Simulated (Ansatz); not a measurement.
# Te2Mo: how the settings move a single-point run

Aim: see which settings change the result for Te2Mo, by how much, and at what cost. The cell is built on a prototype (fluorite) and needn't be the phase found in nature.

Program: Ansatz 0.2.0. Level of theory: reference: DFT, HSE06, plane waves, PAW. These are calculated values, not measurements.

6 further runs of the same task are left out: 1 for a known fault of the program, 5 that didn't finish.

## 1. The starting structure

It takes space group Fm-3m (No. 225, cubic). Conventional cell: a = 6.630 Å, b = 6.630 Å, c = 6.630 Å, α = 90.00°, β = 90.00°, γ = 90.00°. Mo (site symmetry m-3m) is surrounded by 8 Te at 2.87 Å. Te (site symmetry -43m) is surrounded by 4 Mo at 2.87 Å.

Coordinates:

```
CELL_PARAMETERS angstrom
0.00000 3.31483 3.31483
3.31483 0.00000 3.31483
3.31483 3.31483 0.00000
ATOMIC_POSITIONS crystal
Mo 0.00000 0.00000 0.00000
Te 0.25000 0.25000 0.25000
Te 0.75000 0.75000 0.75000
```

## 2. The reference run

input.yaml

```yaml
crystal:
  lattice:
    - [0.0, 3.3148317929, 3.3148317929]
    - [3.3148317929, 0.0, 3.3148317929]
    - [3.3148317929, 3.3148317929, 0.0]
  atoms:
    - { symbol: Mo, position: [0.0, 0.0, 0.0] }
    - { symbol: Te, position: [0.25, 0.25, 0.25] }
    - { symbol: Te, position: [0.75, 0.75, 0.75] }
kpoints:
  mp_grid: { grid: [4, 4, 4] }
hamiltonian:
  xc: hse06
scf:
  occupations: { method: fermi_dirac, width: 0.02 }
  n_extra_bands: 4
output:
  forces: true
  stress: true
  eigenvalues: true
```

Launch:

```sh
ansatz run input.yaml --threads 4 --pin off --max-ram 3686MiB --backend cpu --events-out ev --progress --plain --runs-dir out
```

What it wrote, cut to the lines that bear on the results:

```text
Warning: output.stress: scf.convergence.dr2_threshold = 1e-7 eV (the SCF's general default) is looser than the 3e-10 eV advised for a printed stress (1e-10 eV for each atom of the cell: 3). What an SCF threshold leaves in a stress goes as its square root, and in the free energy as the [...]
Warning: output.stress: scf.exx.energy_threshold = 1e-6 eV is looser than the 3e-8 eV advised for a stress under a hybrid functional (1e-8 eV for each atom of the cell: 3). Every SCF of the exchange loop can meet its threshold on dr2 while the loop round them stops early: no threshold on [...]
Warning: RAYON_NUM_THREADS=4 ignored (pool sized by the plan → 4); use --threads N
scf.n_extra_bands = 4 over 23 filled bands (N_el = 46.0): the run solves 27 bands
[...]
Pseudopotentials: kind: paw
Pseudopotential: Mo, paw, valence charge 14, recommended cutoff 420 eV (normal), Mo.paw.azcp
Pseudopotential: Te, paw, valence charge 16, recommended cutoff 420 eV (normal), Te.paw.azcp
Functional definition: HSE06
[...]
Crystal: 3 atoms, lattice volume = 72.847 Å³
Basis set: ecut = 420 eV, 1411 PW (Γ), exchange–correlation on 64×64×64 points (8 copies of the dense FFT grid, shifted against one another)
Bands: 27, of which v1, the nominal top of the filled ones, is band 23 counted from 1 (22 counted from 0)
Symmetry: 48 space group operations
Space group: Fm-3m (ITA 225), of the structure as read, at distance tolerance 4.2e-5 Å
k-points: 8 of 64
[...]
SCF iter   1: F=—  HF=-18915.157113 eV  |F-HF|=—  |Δ(HF+E_count)|=         —  Δρ=5.11e-3  dr2=1.28e-2  ethr=1.77e-3  ⟨swp⟩=5.5  Hψ=848  notcnv=0
[...]
Frozen-core exchange: fock
[...]
SCF 2 stopped early in 7 iterations: F = -18925.578597 eV  dr2 = 4.69e-6
hybrid outer 1: dexx = +1.359e-2 eV, tail = 1.39e-4 eV
[...]
Frozen-core exchange: fock
[...]
SCF iter   5: F=-18925.578701 eV  HF=-18925.578701 eV  |F-HF|=2.88e-9  |Δ(HF+E_count)|=   5.16e-9  Δρ=2.77e-6  dr2=6.51e-9  ethr=1.51e-10  ⟨swp⟩=3.1  Hψ=518  notcnv=0
[...]
hybrid outer 2: dexx = +1.081e-6 eV, tail = 3.39e-8 eV, Δε = 3.50e-3 eV (about 1.15e-4 eV left of the loop's levels)
hybrid SCF converged: 2 outer / 12 inner (+8 warm-up), last move |dexx| = 1.08e-6 eV, tail = 3.39e-8 eV
Stability not checked: this state was not tested for a lower state beside it, because the functional holds exact exchange (a hybrid, or Hartree-Fock), whose exchange loop this test does not read (fock_operator; see scf.lower_state_search)
Free energy (F): -18925.578701 eV
Frozen-core exchange: fock
[...]
E sigma→0 (E₀):  -18925.574418 eV
Entropy (-TS):   -0.008565 eV (-2.855 meV/atom)
Fermi energy:    12.971971 eV
[...]
--- Forces (eV/Å), atoms counted from 1 ---
  atom   1  Mo    -0.00000000    -0.00000000    -0.00000000
  atom   2  Te     0.00000000     0.00000000     0.00000000
  atom   3  Te     0.00000000    -0.00000000    -0.00000000
[...]
--- Stress (GPa, compression-positive) ---
       -1.988622       0.000000      -0.000000
        0.000000      -1.988622      -0.000000
       -0.000000       0.000000      -1.988622
  P = ⅓ Tr σ = -1.9886 GPa (-19.886 kbar)
--- Band table (eV; the first three rows and the last of 8) ---
  k-point 0: bands = ["-51.5138", "-26.7501", "-26.7501", "-26.7459", "-26.7459", "-26.7459", "-26.7064", "-26.7064", "-26.7064", "-26.6812", "-26.6812", "-24.2200", "-24.2200", "-24.2200", "-2.0686", "3.1820", "7.4640", "7.4640", "7.4640", "12.1178", "12.1178", "13.3084", "13.3084", [...]
[...]
```

Wall time 11 s (4 threads of an Arm CPU, shared host); peak memory 0.98 GiB.

## 3. Variant: dispersion d3bj

input.yaml, as its differences from that of step 2:

```diff
@@ -13,2 +13,3 @@
   xc: hse06
+  dispersion: d3bj
 scf:
```

Launch:

```sh
ansatz run input.yaml --threads 4 --pin off --max-ram 3686MiB --backend cpu --events-out ev --progress --plain --runs-dir out
```

What it wrote, cut to the lines that bear on the results:

```text
Warning: output.stress: scf.convergence.dr2_threshold = 1e-7 eV (the SCF's general default) is looser than the 3e-10 eV advised for a printed stress (1e-10 eV for each atom of the cell: 3). What an SCF threshold leaves in a stress goes as its square root, and in the free energy as the [...]
Warning: output.stress: scf.exx.energy_threshold = 1e-6 eV is looser than the 3e-8 eV advised for a stress under a hybrid functional (1e-8 eV for each atom of the cell: 3). Every SCF of the exchange loop can meet its threshold on dr2 while the loop round them stops early: no threshold on [...]
Warning: RAYON_NUM_THREADS=4 ignored (pool sized by the plan → 4); use --threads N
scf.n_extra_bands = 4 over 23 filled bands (N_el = 46.0): the run solves 27 bands
[...]
[... 4 set-up lines as earlier in the session ...]
[...]
Crystal: 3 atoms, lattice volume = 72.847 Å³
Basis set: ecut = 420 eV, 1411 PW (Γ), exchange–correlation on 64×64×64 points (8 copies of the dense FFT grid, shifted against one another)
[...]
Frozen-core exchange: fock
[...]
SCF iter   5: F=-18927.767544 eV  HF=-18927.767544 eV  |F-HF|=2.88e-9  |Δ(HF+E_count)|=   5.16e-9  Δρ=2.77e-6  dr2=6.51e-9  ethr=1.51e-10  ⟨swp⟩=3.1  Hψ=518  notcnv=0
[...]
hybrid outer 2: dexx = +1.081e-6 eV, tail = 3.39e-8 eV, Δε = 3.50e-3 eV (about 1.15e-4 eV left of the loop's levels)
hybrid SCF converged: 2 outer / 12 inner (+8 warm-up), last move |dexx| = 1.08e-6 eV, tail = 3.39e-8 eV
Stability not checked: this state was not tested for a lower state beside it, because the functional holds exact exchange (a hybrid, or Hartree-Fock), whose exchange loop this test does not read (fock_operator; see scf.lower_state_search)
Free energy (F): -18927.767544 eV
Frozen-core exchange: fock
[...]
E sigma→0 (E₀):  -18927.763261 eV
Entropy (-TS):   -0.008565 eV (-2.855 meV/atom)
Fermi energy:    12.971971 eV
[...]
--- Forces (eV/Å), atoms counted from 1 ---
  atom   1  Mo    -0.00000000    -0.00000000     0.00000000
  atom   2  Te     0.00000000     0.00000000    -0.00000000
  atom   3  Te    -0.00000000     0.00000000     0.00000000
[...]
--- Stress (GPa, compression-positive) ---
       -7.092552       0.000000      -0.000000
        0.000000      -7.092552      -0.000000
        0.000000       0.000000      -7.092552
  P = ⅓ Tr σ = -7.0926 GPa (-70.926 kbar)
--- Band table (eV; the first three rows and the last of 8) ---
[... band rows left out ...]
[...]
```

Run time: 11 s. Hardware: 4 threads of an Arm CPU, shared host; peak memory 0.98 GiB.

The energy moves by -729.6 meV/atom, nearly all of it the dispersion term itself (-729.6 meV/atom); that offset belongs to the model and is no gain or loss of stability; the pressure goes from -2.0 to -7.1 GPa.

## 4. Changed: n_extra_bands 24

input.yaml, as its differences from that of step 2:

```diff
@@ -15,3 +15,3 @@
   occupations: { method: fermi_dirac, width: 0.02 }
-  n_extra_bands: 4
+  n_extra_bands: 24
 output:
```

Launch:

```sh
ansatz run input.yaml --threads 4 --pin off --max-ram 3686MiB --backend cpu --events-out ev --progress --plain --runs-dir out
```

What it wrote, cut to the lines that bear on the results:

```text
Warning: output.stress: scf.convergence.dr2_threshold = 1e-7 eV (the SCF's general default) is looser than the 3e-10 eV advised for a printed stress (1e-10 eV for each atom of the cell: 3). What an SCF threshold leaves in a stress goes as its square root, and in the free energy as the [...]
Warning: output.stress: scf.exx.energy_threshold = 1e-6 eV is looser than the 3e-8 eV advised for a stress under a hybrid functional (1e-8 eV for each atom of the cell: 3). Every SCF of the exchange loop can meet its threshold on dr2 while the loop round them stops early: no threshold on [...]
Warning: RAYON_NUM_THREADS=4 ignored (pool sized by the plan → 4); use --threads N
scf.n_extra_bands = 24 over 23 filled bands (N_el = 46.0): the run solves 47 bands
[...]
[... 4 set-up lines as earlier in the session ...]
[...]
Crystal: 3 atoms, lattice volume = 72.847 Å³
Basis set: ecut = 420 eV, 1411 PW (Γ), exchange–correlation on 64×64×64 points (8 copies of the dense FFT grid, shifted against one another)
[...]
hybrid outer 1: dexx = +1.174e-2 eV, tail = 1.42e-4 eV
[...]
Frozen-core exchange: fock
[...]
SCF iter   5: F=-18925.578701 eV  HF=-18925.578701 eV  |F-HF|=4.31e-9  |Δ(HF+E_count)|=   2.76e-9  Δρ=3.02e-6  dr2=5.59e-9  ethr=5.61e-11  ⟨swp⟩=4.5  Hψ=803  notcnv=0  defer=3
[...]
hybrid outer 2: dexx = +1.409e-6 eV, tail = 3.56e-8 eV, Δε = 6.25e-3 eV (about 1.96e-4 eV left of the loop's levels)
hybrid SCF converged: 2 outer / 11 inner (+8 warm-up), last move |dexx| = 1.41e-6 eV, tail = 3.56e-8 eV
Stability not checked: this state was not tested for a lower state beside it, because the functional holds exact exchange (a hybrid, or Hartree-Fock), whose exchange loop this test does not read (fock_operator; see scf.lower_state_search)
Free energy (F): -18925.578701 eV
Frozen-core exchange: fock
[...]
E sigma→0 (E₀):  -18925.574418 eV
Entropy (-TS):   -0.008565 eV (-2.855 meV/atom)
Fermi energy:    12.971963 eV
[...]
--- Forces (eV/Å), atoms counted from 1 ---
  atom   1  Mo    -0.00000000     0.00000000    -0.00000000
  atom   2  Te     0.00000000    -0.00000000    -0.00000000
  atom   3  Te    -0.00000000    -0.00000000    -0.00000000
[...]
--- Stress (GPa, compression-positive) ---
       -1.992013       0.000000      -0.000000
        0.000000      -1.992013      -0.000000
       -0.000000       0.000000      -1.992013
  P = ⅓ Tr σ = -1.9920 GPa (-19.920 kbar)
--- Band table (eV; the first three rows and the last of 8) ---
[...]
```

Wall time 13 s (4 threads of an Arm CPU, shared host); peak memory 0.98 GiB.

With the changed band count the energy agrees within 0.5 meV/atom. Cost: 19 SCF cycles against 20.

## 5. Comparison

| run | ending | energy change | pressure (GPa) | gap (eV) | force (eV/Å) | cycles | time |
| --- | --- | --- | --- | --- | --- | --- | --- |
| reference | converged | 0 | -2.0 | 0.00 | 0.00 | 20 | 11 s |
| 1: dispersion d3bj | converged | -729.6 meV/atom (offset of the dispersion model) | -7.1 | 0.00 | 0.00 | 20 | 11 s |
| 2: n_extra_bands 24 | converged | 0.0 meV/atom | -2.0 | 0.00 | 0.00 | 19 | 13 s |

Residual by cycle in the longest SCF loop of each run; runs are numbered as in the table. The quantity is the density residual dr2, in eV.

```csv
cycle,reference,run 1,run 2
1,0.0128,0.0128,0.0129
2,0.00938,0.00938,0.00933
3,0.0371,0.0371,0.0381
4,8.0e-5,8.0e-5,8.2e-5
5,2.6e-6,2.6e-6,5.4e-6
6,2.0e-7,2.0e-7,3.4e-7
7,8.1e-9,8.1e-9,2.8e-9
8,2.0e-10,2.0e-10,1.2e-10
```

What this shows: «n_extra_bands 24» leaves the energy as it was. The pressure spans -7.1 to -2.0 GPa over the reference and the converged variants. The reference leaves spin out although Mo can carry a moment, so its state need not be the lowest.
